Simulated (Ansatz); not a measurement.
**SnO2: relaxation of cell and atoms with PBE**

The system is SnO2.

```
Sn O
1.0
     1.61709    0.93363    4.80059
    -1.61709    0.93363    4.80059
     0.00000   -1.86726    4.80059
Sn O
1 2
Direct
  0.50000 0.50000 0.50000
  0.76283 0.76283 0.76283
  0.23717 0.23717 0.23717
```

Measurements of this composition are mostly on another form, of space group No. 136.

* Program: Ansatz 0.2.0
* Task: relaxation of cell and atoms
* Functional: PBE
* Potentials or basis: Ansatz PAW
* Cutoff: 420 eV (not typed: the program's choice for these potentials)
* k mesh: 10 × 10 × 10
* Occupations: fermi-dirac, width 0.05 eV
* Spin: no spin polarisation
* Target pressure: 5 GPa
* Target pressure (GPa): 5

```json
{
 "Relaxed volume": "12.48 Å³/atom",
 "Relaxed cell": "a = 4.533 Å, b = 4.533 Å, c = 4.533 Å, α = 41.82°, β = 41.82°, γ = 41.82°",
 "Space group after relaxing (to 0.05 Å)": "R-3m (No. 166)",
 "Energy change on relaxing (the enthalpy is what falls)": "+23.0 meV/atom",
 "Ionic steps": "12",
 "Pressure after relaxing": "5.0 GPa",
 "Band gap on the k mesh": "1.45 eV, direct"
}
```

Step by step:
```csv
step,energy change (eV),largest force (eV/Å),volume (Å³)
1,0.0000,0.1327,43.49
2,0.0259,0.0999,40.12
3,0.0421,0.0353,38.39
4,0.0496,0.0056,37.74
5,0.0429,0.0299,37.99
6,0.0450,0.0028,37.91
7,0.0556,0.0055,37.91
8,0.0694,0.0211,37.35
9,0.0655,0.0012,37.49
10,0.0675,0.0009,37.49
11,0.0687,0.0005,37.44
12,0.0690,0.0006,37.44
```

Final structure:
```
Sn O
1.0
     1.61773    0.93400    4.12990
    -1.61773    0.93400    4.12990
     0.00000   -1.86799    4.12990
Sn O
1 2
Direct
  0.50000 0.50000 0.50000
  0.75411 0.75411 0.75411
  0.24589 0.24589 0.24589
```

Levels at points of the mesh, in eV from the valence-band top:
| k point | band 11 | band 12 | band 13 | band 14 | band 15 | band 16 |
| --- | --- | --- | --- | --- | --- | --- |
| (0.00, 0.00, 0.00) | -1.41 | -1.41 | 0.00 | 1.45 | 5.33 | 10.51 |
| (0.00, 0.00, -0.50) | -2.14 | -1.30 | -1.14 | 5.31 | 7.90 | 9.79 |
| (0.00, -0.50, -0.50) | -1.11 | -0.62 | -0.09 | 4.68 | 6.68 | 10.91 |
| (-0.50, -0.50, -0.50) | -1.87 | -1.19 | -1.19 | 3.65 | 5.82 | 11.10 |

Run time: 32 s on 2 threads of Arm Neoverse V1, on a shared host, peak memory 0.38 GiB.

Caveat: the plane-wave basis is chosen anew once the cell has moved, so the energies of steps on either side of that aren't comparable; the pressure holds a Pulay correction of +0.8 GPa for the finite cutoff; spin-orbit coupling is left out, which moves the levels of the heavy elements. A k mesh can miss the band edges.
